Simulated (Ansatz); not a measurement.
Stability checks on a candidate for PbO2

The cell was found from a structure generator's guess, not taken from experiment.

Method: Ansatz, DFT PBE, scalar-relativistic, plane waves, PAW. Settings of the last relaxation (3-atom cell): 420 eV, 12×12×12 k points, Gaussian smearing of 0.01 eV, no spin polarisation.

```cif
data_structure
_symmetry_space_group_name_H-M 'P 1'
_symmetry_Int_Tables_number 1
_cell_length_a 4.8799
_cell_length_b 4.8799
_cell_length_c 4.8799
_cell_angle_alpha 41.350
_cell_angle_beta 41.350
_cell_angle_gamma 41.350
_cell_volume 45.82
loop_
_atom_site_label
_atom_site_type_symbol
_atom_site_fract_x
_atom_site_fract_y
_atom_site_fract_z
_atom_site_occupancy
Pb1 Pb 0.00000 0.00000 0.00000 1
O1 O 0.25576 0.25576 0.25576 1
O2 O 0.74424 0.74424 0.74424 1
```

The zero of energy is the elements' standard structures at the same level (O₂ as a molecule); no fitted shifts are applied.

Question: These tests were run: energy against the elements; random kick, then relaxation without symmetry; phonons at Γ; elastic tensor. What do they show?

Answer:

```csv
test,result
energy against the elements,−0.711 eV/atom
"random kick, then relaxation without symmetry",returns
phonons at Γ,lowest optical mode 305 cm⁻¹
elastic tensor,least eigenvalue 10 GPa
```

It fails none of these tests. Other phases of the system weren't compared here, so this isn't yet thermodynamic stability. Phonons away from Γ weren't computed.

Weakly bound directions are ill-defined at this level, which has no dispersion term. These runs have no spin–orbit coupling, which can matter for Pb. The kick test ran on a coarse mesh. The run for the phonons used a 12×12×12 k mesh. The run for the elastic tensor used a 12×12×12 k mesh.
